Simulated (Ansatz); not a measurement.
The system is CdS (Hawleyite).

```
CELL_PARAMETERS angstrom
0.00000 2.91650 2.91650
2.91650 0.00000 2.91650
2.91650 2.91650 0.00000
ATOMIC_POSITIONS crystal
Cd 0.00000 0.00000 0.00000
S 0.75000 0.75000 0.75000
```

Base run:

```yaml
Program: Ansatz 0.2.0
Functional: PBE0
Potentials_or_basis: Ansatz PAW
Cutoff: "420 eV (not typed: the program's choice for these potentials)"
k_mesh: 6 × 6 × 6
Occupations: fermi-dirac, width 0.05 eV
Spin: no spin polarisation
```

Its results: band gap on the k mesh 2.81 eV, direct; pressure 1.6 GPa.

The run is repeated on the same cell with these changes: functional from PBE0 to HSE06. What comes out?

Band gap on the k mesh 2.16 eV, direct; pressure 1.7 GPa.

Caveats: the PAW data sets come from PBE, with cores solved anew for the run's functional, which leaves a small shift of forces and pressure; the thresholds are loose for stress.
